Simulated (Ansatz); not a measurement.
# BN: the cost of one run

Computed with Ansatz 0.2.0 (DFT PBEsol, scalar-relativistic, unless a step's input says otherwise).

### Step 1. Starting point

Symmetry: P6_3/mmc, No. 194, hexagonal system. The conventional cell has a = 2.504 Å, b = 2.504 Å, c = 6.661 Å, α = 90.00°, β = 90.00°, γ = 120.00°. B (site symmetry -6m2) is surrounded by 3 N at 1.45 Å. Around N (site symmetry -6m2) lie 3 B at 1.45 Å.

As a file:

```xyz
4
Lattice="2.5040 0.0000 0.0000 -1.2520 2.1685 0.0000 0.0000 0.0000 6.6612" Properties=species:S:1:pos:R:3 pbc="T T T"
B     0.0000    1.4457    1.6653
B     1.2520    0.7228    4.9959
N     0.0000    1.4457    4.9959
N     1.2520    0.7228    1.6653
```

Atoms are numbered in the order of the input: B1, B2, N3, N4.

### Step 2. The deformed structure

Space group P6_3/mmc before, P6_3/mmc after.

### Step 3. Full-potential LAPW

Input file input.yaml:

```yaml
crystal:
  lattice:
    - [2.4539118702, 0.0, 0.0]
    - [-1.2269559352, 2.1251500183, 0.0]
    - [0.0, 0.0, 6.6612]
  atoms:
    - { symbol: B, position: [0.3333333333, 0.6666666667, 0.25] }
    - { symbol: B, position: [0.6666666667, 0.3333333333, 0.75] }
    - { symbol: "N", position: [0.3333333333, 0.6666666667, 0.75] }
    - { symbol: "N", position: [0.6666666667, 0.3333333333, 0.25] }
kpoints:
  mp_grid: { grid: [11, 11, 4] }
  band_path:
    path:
      - [0.0, 0.0, 0.0]
      - [0.5, 0.0, 0.0]
      - [0.3333333333, 0.3333333333, 0.0]
      - [0.0, 0.0, 0.0]
      - [0.0, 0.0, 0.5]
      - [0.5, 0.0, 0.5]
      - [0.3333333333, 0.3333333333, 0.5]
      - [0.0, 0.0, 0.5]
      - [0.5, 0.0, 0.5]
    npoints: 5
scf:
  occupations: { method: fermi_dirac, width: 0.03 }
hamiltonian:
  xc: pbesol
  pseudopotentials: { kind: all_electron, lapw: { basis_error: 0.0005 } }
output:
  forces: true
  stress: true
  eigenvalues: true
```

The run is started by

```bash
> ansatz run input.yaml --threads 1 --pin off --max-ram 4096MiB --backend cpu --events-out ev --progress --plain --runs-dir out
```

**Question.** How long does this run take on 1 thread of Arm Neoverse V2, shared host, and how much memory does it need?

About 22 s, with a peak of 0.43 GiB.
